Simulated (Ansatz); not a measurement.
# Si: equation of state with PBEsol

The system is Si.

```
Si
1.0
     2.62054    0.00000    0.00000
    -1.31027    2.26946    0.00000
     0.00000    0.00000    2.46635
Si
1
Direct
  0.00000 0.00000 0.00000
```

This isn't the form of Si at room conditions, which is diamond.

```
Program             : Ansatz 0.2.0
Task                : equation of state
Functional          : PBEsol
Potentials or basis : all-electron LAPW, scalar-relativistic
Basis error allowed : 0.0005 eV/atom
k mesh              : 12 × 12 × 11
Occupations         : fermi-dirac, width 0.05 eV
Spin                : no spin polarisation
```

The equilibrium volume is 14.74 Å³/atom, the bulk modulus at fixed shape and positions is 117 GPa and the pressure derivative of the bulk modulus is 4.5.

Energy against volume, from the lowest point:
```
volume (Å³/atom)  energy (meV/atom)
          13.788              24.97
          14.081              11.40
          14.375               3.26
          14.668               0.00
          14.961               1.11
          15.255               6.13
          15.548              14.64
```

All runs of the series together: 21 s on 1 thread of Arm Neoverse V2, on a shared host.

Caveat: the cell was scaled at fixed shape and fractional positions, which overstates the stiffness of a crystal with free parameters, most of all of layers and chains.
